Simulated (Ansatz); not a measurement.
GaAs:

```
Ga As
1.0
     0.00000    2.69589    2.69589
     2.69589    0.00000    2.69589
     2.69589    2.69589    0.00000
Ga As
1 1
Direct
  0.00000 0.00000 0.00000
  0.50000 0.50000 0.50000
```

The cell was built by a generator and needn't be a form met in nature.

```yaml
Program: Ansatz 0.2.0
Task: relaxation of cell and atoms
Functional: HSE03
Potentials_or_basis: Ansatz PAW
Cutoff: "420 eV (not typed: the program's choice for these potentials)"
k_mesh: 5 × 5 × 5
Occupations: fermi-dirac, width 0.05 eV
Spin: no spin polarisation
```

At the start: volume 19.59 Å³/atom.

Problem. Where does the relaxation end?

Solution. It ends after 5 steps and the volume is 18.99 Å³/atom (-3.1 %); space group Fm-3m (No. 225, to 0.05 Å).

The path:
```
step  energy change (eV)  largest force (eV/Å)  volume (Å³)
   1              0.0000                0.0000        39.19
   2             -0.0094                0.0000        37.64
   3             -0.0100                0.0000        38.00
   4             -0.0101                0.0000        37.97
   5             -0.0095                0.0000        37.97
```

Final structure:
```
Ga As
1.0
     0.00000    2.66774    2.66774
     2.66774    0.00000    2.66774
     2.66774    2.66774    0.00000
Ga As
1 1
Direct
  0.00000 0.00000 0.00000
  0.50000 0.50000 0.50000
```

Caveat: the k mesh is coarse (spacing up to 0.40 Å⁻¹), so the values aren't converged, least of all with exact exchange; the plane-wave basis is chosen anew once the cell has moved, so the energies of steps on either side of that aren't comparable; the PAW data sets come from PBE, with cores solved anew for the run's functional, which leaves a small shift of forces and pressure.
